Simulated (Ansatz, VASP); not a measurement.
# GaSb: VASP beside Ansatz, part 2 of 2

One calculation is typed for both programs; each brings its own data sets and cutoff. How far apart do they land? The cell is taken from a series of VASP runs on this material, whose earlier steps may have relaxed, scaled or displaced it; both programs get it as it stands.

VASP 6.6.1 and Ansatz 0.2.0.

So far: The structure; Ansatz: zone-centre phonons, PBEsol; VASP: zone-centre phonons, PBEsol; Comparison.

## Step 5: Ansatz: zone-centre phonons, r2SCAN with rVV10

Level of this step: Ansatz beside VASP: Kohn-Sham DFT, plane waves, r2SCAN with rVV10 (Ansatz).

Second derivatives magnify differences that forces hide, and they need a tight electronic threshold.

The cell is taken from a series of VASP runs on this material, whose earlier steps may have relaxed, scaled or displaced it; both programs get it as it stands.

input.yaml reads:

```yaml
crystal:
  lattice:
    - [0.0, 3.0550944168, 3.0550944168]
    - [3.0550944168, 0.0, 3.0550944168]
    - [3.0550944168, 3.0550944168, 0.0]
  atoms:
    - { symbol: Sb, position: [0.75, 0.75, 0.75] }
    - { symbol: Ga, position: [0.0, 0.0, 0.0] }
hamiltonian:
  xc: r2scan
  pseudopotentials: { kind: paw }
  dispersion: rvv10
kpoints:
  mp_grid: { grid: [10, 10, 10] }
scf:
  occupations: { method: methfessel_paxton, width: 0.15 }
phonons:
  method: dfpt
  qpoints: [[0, 0, 0]]
```

Command:

```bash
ansatz run input.yaml --threads 4 --pin off --max-ram 9216MiB --backend cpu --events-out ev --progress --plain --runs-dir out
```

Output:

```text
Error: phonons.method: dfpt with hamiltonian.dispersion: rvv10 — the rVV10 nonlocal-correlation f_xc (the second functional derivative of the nonlocal kernel) is not assembled; use method: fd, without the keys that are dfpt's alone (phonons.method's entry in the input reference names them), or remove the dispersion and use an LDA functional, a GGA, a hybrid of one such as hse06 or pbe0, r2scan or mr2scan (a hybrid, r2scan and mr2scan have refusals of their own beside method: dfpt, each with its way out)
```

The job ended after 0.04 s (4 threads of Arm Neoverse N1, shared host; peak memory 0.031 GiB).

## Step 6: VASP: zone-centre phonons, r2SCAN with rVV10

The same cell, functional, mesh and smearing now go to VASP, with its own data sets and cutoff.

INCAR reads:

```
SYSTEM = GaSb
PREC = Accurate
ENCUT = 450
EDIFF = 1E-08
NELM = 100
ISMEAR = 1
SIGMA = 0.15
LREAL = .FALSE.
ALGO = Normal
METAGGA = R2SCAN
LUSE_VDW = .TRUE.
IVDW_NL = 2
BPARAM = 11.95
CPARAM = 0.0093
LASPH = .TRUE.
NBANDS = 15
LORBIT = 11
LWAVE = .FALSE.
LCHARG = .FALSE.
KPAR = 2
IBRION = 6
NFREE = 2
POTIM = 0.015
NSW = 1
ISIF = 2
```

POSCAR reads:

```
GaSb
1.0
    0.0000000000      3.0550944168      3.0550944168
    3.0550944168      0.0000000000      3.0550944168
    3.0550944168      3.0550944168      0.0000000000
Sb Ga
1 1
Direct
    0.7500000000      0.7500000000      0.7500000000
    0.0000000000      0.0000000000      0.0000000000
```

KPOINTS reads:

```
Automatic mesh
0
Gamma
10 10 10
0 0 0
```

PAW data sets: Sb and Ga_d (PBE family, release 64).

Command:

```bash
mpirun -np 2 vasp_std
```

Output:

```text
[banner, memory and clock lines left out]
running    2 mpi-ranks, on    1 nodes
[...]
|                                                                             |
|               ----> ADVICE to this user running VASP <----                  |
|                                                                             |
|     You have switched on vdW-DFT.                                           |
|     This routine was written and supplied by Jiri Klimes. We recommend      |
|     that you carefully read and cite the following publications:            |
|       J. Klimes, D.R. Bowler, A. Michelides                                 |
|          J. Phys.: Cond Matt. 22 022201 (2010)                              |
|       J. Klimes, D.R. Bowler, A. Michelides                                 |
|          Phys. Rev. B. 83, 195131 (2011)                                    |
|     and references therein.                                                 |
|                                                                             |

[...]
Total rVV10 correction in eV:      0.6191802    23.6219133
Total rVV10 correction in eV:      0.6191802    23.6219133
DAV:  15    -0.369829394928E+02   -0.33770E-06   -0.13627E-08  1414   0.158E-03    0.184E-04
Total rVV10 correction in eV:      0.6191819    23.6219133
Total rVV10 correction in eV:      0.6191819    23.6219133
DAV:  16    -0.369829396090E+02   -0.11629E-06   -0.12294E-08  1048   0.199E-03    0.250E-05
Total rVV10 correction in eV:      0.6191817    23.6219133
Total rVV10 correction in eV:      0.6191817    23.6219133
DAV:  17    -0.369829396050E+02    0.39981E-08   -0.12760E-09   880   0.438E-04
Total rVV10 correction in eV:      0.6191818    23.6219133
Total rVV10 correction in eV:      0.6191818    23.6219133
Total rVV10 correction in eV:      0.6191817    23.6219133
Total rVV10 correction in eV:      0.6191817    23.6219133
   1 F= -.36982940E+02 E0= -.36983031E+02  d E =0.273586E-03
[... from here on, the cycles between the ionic steps are left out ...]
   2 F= -.36981998E+02 E0= -.36982079E+02  d E =0.240931E-03
   3 F= -.36981997E+02 E0= -.36982077E+02  d E =0.240955E-03
   4 F= -.36981938E+02 E0= -.36982018E+02  d E =0.240951E-03
   5 F= -.36981941E+02 E0= -.36982021E+02  d E =0.240930E-03
 Finite differences progress:
  Degree of freedom:   2/  2
  Displacement:        2/  2
  Total:               4/  4
```

Parts of OUTCAR (step 6):

```text
  Total       -0.0047358      0.0022776      0.0022776      0.0000000      0.1076206      0.0000000
  in kB       -0.1330446      0.0639851      0.0639851      0.0000000      3.0234450      0.0000000
  external PRESSURE =      -0.0016914 kB  Pullay stress =       0.0000000 kB

 POSITION                                       TOTAL-FORCE (eV/Angst)
 -----------------------------------------------------------------------------------
      4.58264      4.58264      4.58264        -0.128704      0.000000      0.000000
     -0.01500      0.00000      0.00000         0.128704      0.000000      0.000000
 -----------------------------------------------------------------------------------
    total drift:                                0.006680      0.000010      0.000011

  FREE ENERGIE OF THE ION-ELECTRON SYSTEM (eV)
  ---------------------------------------------------
  free  energy   TOTEN  =       -36.9819407993 eV

  energy  without entropy=      -36.9821817289  energy(sigma->0) =      -36.98202111

[... 1 part as in an earlier step ...]

[... 2 further parts left out ...]
[key lines of the parts left out:]
E-fermi :   4.7898
```

Methfessel-Paxton smearing is not meant for a cell with a gap.

The input was rejected at the start.

The program's message: “Error: phonons.method: dfpt with hamiltonian.dispersion: rvv10 — the rVV10 nonlocal-correlation f_xc (the second functional derivative of the nonlocal kernel) is not assembled; use method: fd, without …”

## Step 7: Results

| Quantity | Value |
| --- | --- |
| r.m.s. difference of the optical zone-centre modes, each program's sorted by frequency (zone-centre phonons, PBEsol) | 1.5 cm⁻¹ |
| difference in optical mode 1 to 3 (zone-centre phonons, PBEsol) | -0.7 % |

What this shows: The r.m.s. difference of the optical zone-centre modes, each program's sorted by frequency is 1.5 cm⁻¹ (zone-centre phonons, PBEsol). Among the rows given in per cent, the largest difference of the zone-centre phonons, PBEsol pair is in optical mode 1 to 3, -0.7 %. Ansatz did not finish the zone-centre phonons, r2SCAN with rVV10 run on these settings, where VASP converged. How closely two codes agree says nothing of how well the functional describes the real material.

[Lines on the potential files, build, host, timing and source positions are cut from VASP's logs without a mark.]

[Logs are printed without paths, hosts, clocks, repeated set-up lines and the standing remarks that a program may print on its own settings, such as how far it seeks lower states.]

[Hosts, paths, dates, database ids (printed as entryN), source tags and the programs' standing remarks are cut or masked in the printed files.]
